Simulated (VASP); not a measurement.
Runs of VASP 6.6.1 on HfO2. It takes space group P2_1/c (No. 14, monoclinic). Conventional cell: a = 5.118 Å, b = 5.186 Å, c = 5.284 Å, α = 90.00°, β = 99.35°, γ = 90.00°. Hf (site symmetry 1) has 7 O at 2.03 to 2.25 Å as nearest neighbours. Around O (site symmetry 1) lie 4 Hf at 2.14 to 2.25 Å. O (site symmetry 1) has 3 Hf at 2.03 to 2.12 Å as nearest neighbours. 

```tsv
level	k mesh	grid for exact exchange (PRECFOCK)	screening parameter	exchange at q = 0	mesh quality	gap on the mesh (eV)	pressure (GPa)	largest force (eV/Å)
PBE	2 × 2 × 2	-	-	-	coarse	4.11	2.7	0.46
HSE06	2 × 2 × 2	Fast	0.2 1/A	-	coarse	5.70	(a)	0.41
PBE0	2 × 2 × 2	Fast	-	truncated	coarse	6.44	(b)	0.41
r2SCAN	4 × 4 × 4	-	-	-	not flagged	4.62	-3.1	0.44
PBE	4 × 4 × 4	-	-	-	not flagged	4.11	2.7	0.46
```

Alike in all rows: task single point; potentials or basis VASP PAW PBE potentials, release 64 (Hf_pv, O); no spin polarisation; cell as given; cutoff (eV) 520; smearing gaussian 0.05 eV.

Question: Fill in the values left out.

Answer: (a) -4.2; (b) -4.1.

Caveats: some runs use coarse meshes; spin-orbit coupling is left out, which moves the levels of the heavy elements; the PAW data sets were made with another functional, which shifts forces and pressure a little (some runs).

A k mesh can miss the band edges, and the runs leave out spin-orbit coupling on Hf.

Not every run made on this cell is shown here.
